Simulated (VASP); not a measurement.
Set up this calculation in VASP 6.6.1, as the native input.

| Item | Value |
| --- | --- |
| Task | relaxation of cell and atoms |
| Functional | PBE |
| Potentials or basis | VASP PAW PBE potentials, release 64 (Ga_d, As) |
| Cutoff | 600 eV |
| k mesh | 6 × 6 × 4 |
| Occupations | gaussian, width 0.1 eV |
| Spin | no spin polarisation |
| Dipole correction | no |
| Further INCAR settings | ALGO = Fast; EDIFF = 1e-06; IBRION = 2; EDIFFG = -0.04; NSW = 90; ISIF = 3 |

The structure of GaAs lies in POSCAR:

```
GaAs
1.0
    3.6518093000      0.0000000000      0.0000000000
   -1.8259046500      3.1625596200      0.0000000000
    0.0000000000      0.0000000000      6.0166831200
Ga As
2 2
Direct
    0.0000000000      0.0000000000      0.0000000000
    0.0000000000      0.0000000000      0.5000000000
    0.3333333300      0.6666666700      0.7500000000
    0.6666666700      0.3333333300      0.2500000000
```

The cell was built by a generator and needn't be a form met in nature.

These files were run (other wordings do the same):

INCAR

```
SYSTEM = GaAs
PREC = Accurate
ENCUT = 600
EDIFF = 1E-6
ISMEAR = 0
SIGMA = 0.1
LREAL = .FALSE.
LASPH = .TRUE.
NELM = 100
ALGO = Fast
ISIF = 3
LWAVE = .FALSE.
LCHARG = .FALSE.
GGA = PE
IBRION = 2
NSW = 90
EDIFFG = -0.04
```

KPOINTS

```
Automatic mesh
0
G
  6 6 4
  0 0 0
```

Potentials or basis: VASP PAW PBE potentials, release 64 (Ga_d, As).

Command:

```console
$ cat potpaw_PBE.64/Ga_d/POTCAR potpaw_PBE.64/As/POTCAR > POTCAR
$ mpirun -np 1 vasp_std > vasp.out
```

Results of the run:

```
Relaxed volume                         : 19.81 Å³/atom
Relaxed cell                           : a = 3.747 Å, b = 3.747 Å, c = 6.519 Å, α = 90.00°, β = 90.00°, γ = 120.00°
Space group after relaxing (to 0.05 Å) : P6_3/mmc (No. 194)
Energy gained by relaxing              : 104.3 meV/atom
Ionic steps                            : 8
Pressure after relaxing                : 0.2 GPa
Band gap on the k mesh                 : none (metal or under the smearing width)
```

Wall time 2.2 min on 1 thread of AMD EPYC 9R14 (Zen 4), on a shared host, peak memory 0.2 GiB.
